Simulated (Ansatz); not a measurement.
# CoO: the cost of one run

Method: DFT PBE, scalar-relativistic, plane waves, PAW, in Ansatz 0.2.0.

2 further runs of the same task are left out: 2 set aside as unsound or not needed.

## Step 1: The starting structure

It takes space group Fm-3m (No. 225, cubic). The conventional cell has a = 4.248 Å, b = 4.248 Å, c = 4.248 Å, α = 90.00°, β = 90.00°, γ = 90.00°. Around Co (site symmetry m-3m) lie 6 O at 2.12 Å. O (site symmetry m-3m) is surrounded by 6 Co at 2.12 Å.

As a file:

```
CELL_PARAMETERS angstrom
0.00000 2.12416 2.12416
2.12416 0.00000 2.12416
2.12416 2.12416 0.00000
ATOMIC_POSITIONS crystal
Co 0.00000 0.00000 0.00000
O 0.50000 0.50000 0.50000
```

This cell was relaxed beforehand with the same method: volume 9.58 Å³/atom, gap on the mesh none (metal), site moments up to 2.5 μB.

## Step 2: Building the [111] wire, 12 host atoms a period

The wire is cut from the relaxed crystal, periodic along c with vacuum across. Atoms and period relax; energies count from the bulk, -2846.0496 eV an atom.

The cell holds 6 Co, 6 O: a = 11.600 Å, b = 12.300 Å, c = 7.358 Å, α = 90.00°, β = 90.00°, γ = 90.00°.

## Step 3: Relaxing it

Pressure and volume refer to the whole cell with its vacuum; only the period along c may change.

File input.yaml:

```yaml
crystal:
  lattice:
    - [11.6, 0.0, 0.0]
    - [0.0, 12.3, 0.0]
    - [0.0, 0.0, 7.3582941728]
  atoms:
    - { symbol: Co, position: [0.6121357696, 0.5, 0.0], spin: 2.74 }
    - { symbol: O, position: [0.4626214101, 0.5, 0.8333333333], spin: 0.35 }
    - { symbol: Co, position: [0.4626214101, 0.5, 0.3333333333], spin: 2.74 }
    - { symbol: O, position: [0.6121357696, 0.5, 0.5], spin: 0.35 }
    - { symbol: Co, position: [0.3878642304, 0.377885731, 0.0], spin: 2.74 }
    - { symbol: Co, position: [0.5373785899, 0.622114269, 0.6666666667], spin: 2.74 }
    - { symbol: O, position: [0.5373785899, 0.377885731, 0.1666666667], spin: 0.35 }
    - { symbol: O, position: [0.3878642304, 0.622114269, 0.5], spin: 0.35 }
    - { symbol: Co, position: [0.3878642304, 0.622114269, 0.0], spin: 2.74 }
    - { symbol: Co, position: [0.5373785899, 0.377885731, 0.6666666667], spin: 2.74 }
    - { symbol: O, position: [0.5373785899, 0.622114269, 0.1666666667], spin: 0.35 }
    - { symbol: O, position: [0.3878642304, 0.377885731, 0.5], spin: 0.35 }
basis:
  ecutwfc: 420
kpoints:
  mp_grid: { grid: [1, 1, 8] }
hamiltonian:
  xc: pbe
scf:
  occupations: { method: gaussian, width: 0.05 }
output:
  forces: true
  stress: true
  eigenvalues: true
  populations: true
  write_density: true
  write_potential: true
  elf: true
  volumetric_format: npy
magnetization:
  spin_polarized: true
relax:
  adjacent_minimum: "off"
  f_tol: 0.02
  max_steps: 45
  cell: { fix: [a, b, alpha, beta, gamma], stress_tol: 0.03 }
```

Run with:

```sh
ansatz run input.yaml --threads 4 --pin off --max-ram 11264MiB --backend cpu --events-out ev --progress --plain --runs-dir out
```

Q: Estimate wall time and peak memory on 4 threads of Intel Xeon Platinum 8488C (Sapphire Rapids), shared host.

About 22 min, with a peak of 3.4 GiB.
